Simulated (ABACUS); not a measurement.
# BAs (F-43m) in ABACUS: equation of state

How stiff is BAs in PBEsol, and what volume does it want? The cell is scaled to several volumes.

Program: ABACUS 3.10.1. These are calculated values, not measurements. Logs are shortened: lines on timing, memory, paths and dates and some standing lists are left out, and cuts for length are marked.

**Experimental background.**

From “Basic Physical Properties of Cubic Boron Arsenide”, 2019, arxiv:1911.11281, for a bulk crystal of BAs: bulk modulus 148 GPa.

The results are compared with them further down.

### Step 1. Starting point

Symmetry: F-43m, No. 216, cubic system. Conventional cell: a = 4.777 Å, b = 4.777 Å, c = 4.777 Å, α = 90.00°, β = 90.00°, γ = 90.00°. As (site symmetry -43m) has 4 B at 2.07 Å as nearest neighbours. B (site symmetry -43m) has 4 As at 2.07 Å as nearest neighbours.

### Step 2. Equation of state, PBEsol, 12.81 Å³/atom (volume scaled by 0.94)

The input, INPUT:

```
INPUT_PARAMETERS
suffix              BAs
calculation         scf
basis_type          pw
pseudo_dir          ./
symmetry            1
dft_functional      pbesol
ecutwfc             84
pseudo_rcut         7
nspin               1
nbands              13
ks_solver           dav
smearing_method     fd
smearing_sigma      0.00367493
scf_thr             1e-08
scf_nmax            100
mixing_type         broyden
mixing_beta         0.7
cal_force           1
cal_stress          1
kpar                4
```

The input, STRU:

```
ATOMIC_SPECIES
As 74.9216 As.upf
B 10.8100 B.upf

LATTICE_CONSTANT
1.8897261246

LATTICE_VECTORS
0.0000000000 2.3397414207 2.3397414207
2.3397414207 0.0000000000 2.3397414207
2.3397414207 2.3397414207 0.0000000000

ATOMIC_POSITIONS
Direct

As
0.0
1
0.7500000000 0.7500000000 0.7500000000 1 1 1

B
0.0
1
0.0000000000 0.0000000000 0.0000000000 1 1 1
```

The input, KPT:

```
K_POINTS
0
Gamma
10 10 10 0 0 0
```

Potentials or basis: PseudoDojo NC SR 0.4.1 PBEsol standard, plane waves.

Run with:

```
$ OMP_NUM_THREADS=1 mpirun -np 4 abacus > log
```

running log:

```text
ABACUS v3.10.1

               Atomic-orbital Based Ab-initio Computation at UStc

 ------------------------------------------------------------------------------------

 READING GENERAL INFORMATION
                           global_out_dir = OUT.BAs/
                           global_in_card = INPUT
                               pseudo_dir = ./
                              orbital_dir =
                                    DSIZE = 4
                                    GSIZE = 1

 READING UNITCELL INFORMATION
                                    ntype = 2
                  lattice constant (Bohr) = 1.88973
              lattice constant (Angstrom) = 1

 READING ATOM TYPE 1
                               atom label = As
                      L=0, number of zeta = 1
                      L=1, number of zeta = 1
                      L=2, number of zeta = 1
             number of atom for this type = 1

 READING ATOM TYPE 2
                               atom label = B
                      L=0, number of zeta = 1
                      L=1, number of zeta = 1
                      L=2, number of zeta = 1
             number of atom for this type = 1

                        TOTAL ATOM NUMBER = 2
DIRECT COORDINATES
    atom                   x                   y                   z     mag                  vx                  vy                  vz
taud_As1            0.7500000000        0.7500000000        0.7500000000  0.0000        0.0000000000        0.0000000000        0.0000000000
taud_B1            0.0000000000        0.0000000000        0.0000000000  0.0000        0.0000000000        0.0000000000        0.0000000000

                          Volume (Bohr^3) = 172.874
                             Volume (A^3) = 25.6173

 Lattice vectors: (Cartesian coordinate: in unit of a_0)
                   +0            +2.33974            +2.33974
             +2.33974                  +0            +2.33974
             +2.33974            +2.33974                  +0
 Reciprocal vectors: (Cartesian coordinate: in unit of 2 pi/a_0)
            -0.213699           +0.213699           +0.213699
            +0.213699           -0.213699           +0.213699
            +0.213699           +0.213699           -0.213699
 The esolver type has been set to : ksdft_pw

                PAO radial cut off (Bohr) = 7

 Read in pseudopotential file is As.upf
                     pseudopotential type = NC
          exchange-correlation functional = PBESOL
                 nonlocal core correction = 1
                        valence electrons = 15
                                     lmax = 2
                           number of zeta = 3
                     number of projectors = 6
                           L of projector = 0
[... 5 lines left out ...]
                PAO radial cut off (Bohr) = 7

 Read in pseudopotential file is B.upf
                     pseudopotential type = NC
          exchange-correlation functional = PBESOL
                 nonlocal core correction = 1
                        valence electrons = 3
                                     lmax = 1
                           number of zeta = 2
                     number of projectors = 4
                           L of projector = 0
                           L of projector = 0
                           L of projector = 1
                           L of projector = 1
     initial pseudo atomic orbital number = 13

 SETUP THE ELECTRONS NUMBER
            electron number of element As = 15
      total electron number of element As = 15
             electron number of element B = 3
       total electron number of element B = 3
            AUTOSET number of electrons:  = 18
                           occupied bands = 9
                                   NBANDS = 13
                                   NLOCAL = 18

%%%%%%%%%%%%%%%%%%%%%%%%%%%%%%%%%%%%%%%%%%%%%%%%%%%%%%%%%%%%%%%%%%%%%%%%%%%%%%%%%%%%%%%%%%%%%%%%%%%%%%%%%%
 Warning: the number of valence electrons in pseudopotential > 5 for As: [Ar] 3d10 4s2 4p3
 Pseudopotentials with additional electrons can yield (more) accurate outcomes, but may be less efficient.
 If you're confident that your chosen pseudopotential is appropriate, you can safely ignore this warning.
%%%%%%%%%%%%%%%%%%%%%%%%%%%%%%%%%%%%%%%%%%%%%%%%%%%%%%%%%%%%%%%%%%%%%%%%%%%%%%%%%%%%%%%%%%%%%%%%%%%%%%%%%%

 SETUP THE PLANE WAVE BASIS
 energy cutoff for charge/potential (unit:Ry) = 336
            fft grid for charge/potential = [ 40, 40, 40 ]
                        fft grid division = [ 1, 1, 1 ]
        big fft grid for charge/potential = [ 40, 40, 40 ]
                                     nbxx = 64000
                                     nrxx = 64000

[... 76 lines left out ...]
                             BRAVAIS TYPE = 2
                     BRAVAIS LATTICE NAME = 02. Cubic I (body-centered)
                                    ibrav = 2
                       right hand lattice = 1
                        ROTATION MATRICES = 48
                               nkstot_ibz = 47
K-POINTS REDUCTION ACCORDING TO SYMMETRY
     IBZ    DIRECT_X    DIRECT_Y    DIRECT_Z  WEIGHT  ibz2bz
       1  0.00000000  0.00000000  0.00000000  0.0010       0
       2  0.10000000  0.10000000  0.10000000  0.0080       1
       3  0.20000000  0.20000000  0.20000000  0.0080       2
       4  0.30000000  0.30000000  0.30000000  0.0080       3
       5  0.40000000  0.40000000  0.40000000  0.0080       4
       6  0.50000000  0.50000000  0.50000000  0.0040       5
[... 22 lines left out ...]
      29  0.50000000  0.50000000  0.10000000  0.0240      45
      30 -0.20000000  0.40000000  0.40000000  0.0120      46
[... 17 further k points ...]

                               nkstot now = 47
[... K-POINTS DIRECT COORDINATES: 47 rows ...]

           k-point number in this process = 12
       minimum distributed K point number = 11
[... stars of the k points ...]

[... K-POINTS CARTESIAN COORDINATES: 12 rows ...]

[... K-POINTS DIRECT COORDINATES: 12 rows ...]

 SETUP PLANE WAVES FOR WAVE FUNCTIONS
     energy cutoff for wavefunc (unit:Ry) = 84
              fft grid for wave functions = [ 40, 40, 40 ]
                    number of plane waves = 2733
                         number of sticks = 253

 PARALLEL PW FOR WAVE FUNCTIONS
     PROC   COLUMNS(POT)             PW
        1            253           2733
 --------------- sum -------------------
        1            253           2733

 SETUP NONLOCAL PSEUDOPOTENTIALS IN PLANE WAVE BASIS
 As non-local projectors:
 projector 1 L=0
 projector 2 L=0
 projector 3 L=1
 projector 4 L=1
 projector 5 L=2
 projector 6 L=2
 B non-local projectors:
 projector 1 L=0
 projector 2 L=0
 projector 3 L=1
 projector 4 L=1
      TOTAL NUMBER OF NONLOCAL PROJECTORS = 26

 Init Non-Local PseudoPotential table :
 Init Non-Local-Pseudopotential done.

                                     npwx = 2259

 Make real space PAO into reciprocal space.
       max mesh points in Pseudopotential = 701
     dq(describe PAO in reciprocal space) = 0.01
                                    max q = 1104

 number of pseudo atomic orbitals for As is 3
WARNING: norm of atomic wavefunction # 2 of atomic type As is 0.99998, renormalized
WARNING: norm of atomic wavefunction # 3 of atomic type As is 0.998504, renormalized

 number of pseudo atomic orbitals for B is 2
WARNING: norm of atomic wavefunction # 1 of atomic type B is 0.999867, renormalized
WARNING: norm of atomic wavefunction # 2 of atomic type B is 0.997368, renormalized

 -------------------------------------------
 SELF-CONSISTENT
 -------------------------------------------
                                 init_chg = atomic

 PW ALGORITHM --------------- ION=   1  ELEC=   1--------------------------------
 Notice: Threshold on eigenvalues was too large.
 hsover_error=0.18 > DRHO=0.168781
 Origin diag ethr = 0.01
 New diag ethr = 0.000937671

 Density error is 0.169337915891
                          Error Threshold = 0.000937671445423
----------------------------------------------------------
     Energy           Rydberg                 eV
----------------------------------------------------------
 E_KohnSham     -217.7013739450      -2961.9791480801
 E_Harris       -218.6956883413      -2975.5074894737
 E_Fermi        0.8913739493         12.1277647590
----------------------------------------------------------
[... 63 lines left out ...]
 Density error is 1.89429816925e-09
                          Error Threshold = 1.59738580863e-10
----------------------------------------------------------
     Energy           Rydberg                 eV
----------------------------------------------------------
 E_KohnSham     -217.7422326677      -2962.5350595231
 E_KS(sigma->0) -217.7422326560      -2962.5350593633
 E_Harris       -217.7424845607      -2962.5384867031
 E_band         -14.2306013184       -193.6172638966
 E_one_elec     -98.1095656945       -1334.8491217508
 E_Hartree      59.4409507953        808.7356253534
 E_xc           -49.5881936219       -674.6819867848
 E_Ewald        -129.4854241231      -1761.7395760214
 E_entropy(-TS) -0.0000000235        -0.0000003195
 E_descf        0.0000000000         0.0000000000
 E_exx          0.0000000000         0.0000000000
 E_Fermi        0.9395439840         12.7831517044
----------------------------------------------------------

 charge density convergence is achieved
 final etot is -2962.5350595 eV
 EFERMI = 12.783151704 eV

 STATE ENERGY(eV) AND OCCUPATIONS    NSPIN == 1
 1/12 kpoint (Cartesian) = 0.0000 0.0000 0.0000 (2229 pws)
       1       -23.7147     0.00200000
       2       -23.7147     0.00200000
       3       -23.7147     0.00200000
       4       -23.6875     0.00200000
       5       -23.6875     0.00200000
       6       -3.73313     0.00200000
       7        12.2837     0.00199991
       8        12.2837     0.00199991
       9        12.2837     0.00199991
      10        15.6197    4.60340e-28
      11        15.6197    4.60340e-28
      12        15.6197    4.60340e-28
      13        17.7555    1.29438e-46
[... 61 lines left out ...]
 6/12 kpoint (Cartesian) = 0.10685 0.10685 0.10685 (2252 pws)
       1       -23.7106     0.00800000
       2       -23.7074     0.00800000
       3       -23.7074     0.00800000
       4       -23.6841     0.00800000
       5       -23.6841     0.00800000
       6      -0.622940     0.00800000
       7        2.99872     0.00800000
       8        10.3514     0.00800000
       9        10.3514     0.00800000
      10        15.3140    8.32107e-25
      11        17.1078    2.18817e-40
      12        17.1078    2.18817e-40
      13        21.1567    1.48514e-75

[... levels at 6 further k points ...]

------------------------------------------------------------------------------------------
 TOTAL-FORCE (eV/Angstrom)
------------------------------------------------------------------------------------------
                       As1         0.0000000000         0.0000000000         0.0000000000
                        B1         0.0000000000         0.0000000000         0.0000000000
------------------------------------------------------------------------------------------

----------------------------------------------------------------
 TOTAL-STRESS (KBAR)
----------------------------------------------------------------
        89.0356085375         0.0000000000         0.0000000000
        -0.0000000000        89.0356085375         0.0000000000
        -0.0000000000         0.0000000000        89.0356085375
----------------------------------------------------------------
 TOTAL-PRESSURE: 89.035609 KBAR

 --------------------------------------------
 !FINAL_ETOT_IS -2962.5350595231202533 eV
 --------------------------------------------
```

Wall time 5 s (4 MPI ranks of Intel Xeon 6975P-C (Granite Rapids), shared host); peak memory 0.28 GiB.

Results:

```
Free energy            : -2962.5351 eV
Pressure               : 8.9 GPa
Band gap on the k mesh : 1.03 eV, indirect (least direct gap 3.34 eV)
```

### Step 3. Equation of state, PBEsol, 13.08 Å³/atom (volume scaled by 0.96)

INPUT is that of step 2.

Changes to STRU since step 2:

```diff
@@ -8,5 +8,5 @@
 LATTICE_VECTORS
-0.0000000000 2.3397414207 2.3397414207
-2.3397414207 0.0000000000 2.3397414207
-2.3397414207 2.3397414207 0.0000000000
+0.0000000000 2.3562190158 2.3562190158
+2.3562190158 0.0000000000 2.3562190158
+2.3562190158 2.3562190158 0.0000000000
```

KPT is that of step 2.

Potentials or basis: PseudoDojo NC SR 0.4.1 PBEsol standard, plane waves.

Run with:

```
$ OMP_NUM_THREADS=1 mpirun -np 4 abacus > log
```

Wall time 4.8 s (4 MPI ranks of Intel Xeon 6975P-C (Granite Rapids), shared host); peak memory 0.28 GiB.

Results (log left out):

| Item | Value |
| --- | --- |
| Free energy | -2962.5593 eV |
| Pressure | 5.4 GPa |
| Band gap on the k mesh | 1.05 eV, indirect (least direct gap 3.31 eV) |

### Step 4. Equation of state, PBEsol, 13.35 Å³/atom (volume scaled by 0.98)

INPUT is that of step 3.

Changes to STRU since step 3:

```diff
@@ -8,5 +8,5 @@
 LATTICE_VECTORS
-0.0000000000 2.3562190158 2.3562190158
-2.3562190158 0.0000000000 2.3562190158
-2.3562190158 2.3562190158 0.0000000000
+0.0000000000 2.3724693156 2.3724693156
+2.3724693156 0.0000000000 2.3724693156
+2.3724693156 2.3724693156 0.0000000000
```

KPT is that of step 3.

Run with:

```
$ OMP_NUM_THREADS=1 mpirun -np 4 abacus > log
```

Run time: 4.9 s. Hardware: 4 MPI ranks of Intel Xeon 6975P-C (Granite Rapids), shared host; peak memory 0.32 GiB.

Results (log left out):

- Free energy: -2962.5721 eV
- Pressure: 2.2 GPa
- Band gap on the k mesh: 1.08 eV, indirect (least direct gap 3.28 eV)

### Step 5. Equation of state, PBEsol, 13.63 Å³/atom

INPUT is that of step 4.

Changes to STRU since step 4:

```diff
@@ -8,5 +8,5 @@
 LATTICE_VECTORS
-0.0000000000 2.3724693156 2.3724693156
-2.3724693156 0.0000000000 2.3724693156
-2.3724693156 2.3724693156 0.0000000000
+0.0000000000 2.3885000000 2.3885000000
+2.3885000000 0.0000000000 2.3885000000
+2.3885000000 2.3885000000 0.0000000000
```

KPT is that of step 4.

Run with:

```
$ OMP_NUM_THREADS=1 mpirun -np 4 abacus > log
```

Wall time 5.1 s (4 MPI ranks of Intel Xeon 6975P-C (Granite Rapids), shared host); peak memory 0.32 GiB.

It converged, with:

| Item | Value |
| --- | --- |
| Free energy | -2962.5746 eV |
| Pressure | -0.7 GPa |
| Band gap on the k mesh | 1.10 eV, indirect (least direct gap 3.26 eV) |

### Step 6. Equation of state, PBEsol, 13.90 Å³/atom (volume scaled by 1.02)

INPUT is that of step 5.

Changes to STRU since step 5:

```diff
@@ -8,5 +8,5 @@
 LATTICE_VECTORS
-0.0000000000 2.3885000000 2.3885000000
-2.3885000000 0.0000000000 2.3885000000
-2.3885000000 2.3885000000 0.0000000000
+0.0000000000 2.4043183418 2.4043183418
+2.4043183418 0.0000000000 2.4043183418
+2.4043183418 2.4043183418 0.0000000000
```

KPT is that of step 5.

Potentials or basis: PseudoDojo NC SR 0.4.1 PBEsol standard, plane waves.

Run with:

```
$ OMP_NUM_THREADS=1 mpirun -np 4 abacus > log
```

Wall time 4.8 s (4 MPI ranks of Intel Xeon 6975P-C (Granite Rapids), shared host); peak memory 0.32 GiB.

Results (log left out):

```yaml
Free_energy: -2962.5676 eV
Pressure: -3.4 GPa
Band_gap_on_the_k_mesh: 1.11 eV, indirect (least direct gap 3.23 eV)
```

### Step 7. Equation of state, PBEsol, 14.17 Å³/atom (volume scaled by 1.04)

INPUT is that of step 6.

Changes to STRU since step 6:

```diff
@@ -8,5 +8,5 @@
 LATTICE_VECTORS
-0.0000000000 2.4043183418 2.4043183418
-2.4043183418 0.0000000000 2.4043183418
-2.4043183418 2.4043183418 0.0000000000
+0.0000000000 2.4199312360 2.4199312360
+2.4199312360 0.0000000000 2.4199312360
+2.4199312360 2.4199312360 0.0000000000
```

KPT is that of step 6.

Run with:

```
$ OMP_NUM_THREADS=1 mpirun -np 4 abacus > log
```

Run time: 4.8 s. Hardware: 4 MPI ranks of Intel Xeon 6975P-C (Granite Rapids), shared host; peak memory 0.32 GiB.

Results (log left out):

```
Free energy            : -2962.5523 eV
Pressure               : -5.7 GPa
Band gap on the k mesh : 1.13 eV, indirect (least direct gap 3.21 eV)
```

[end of part 1 of 2]
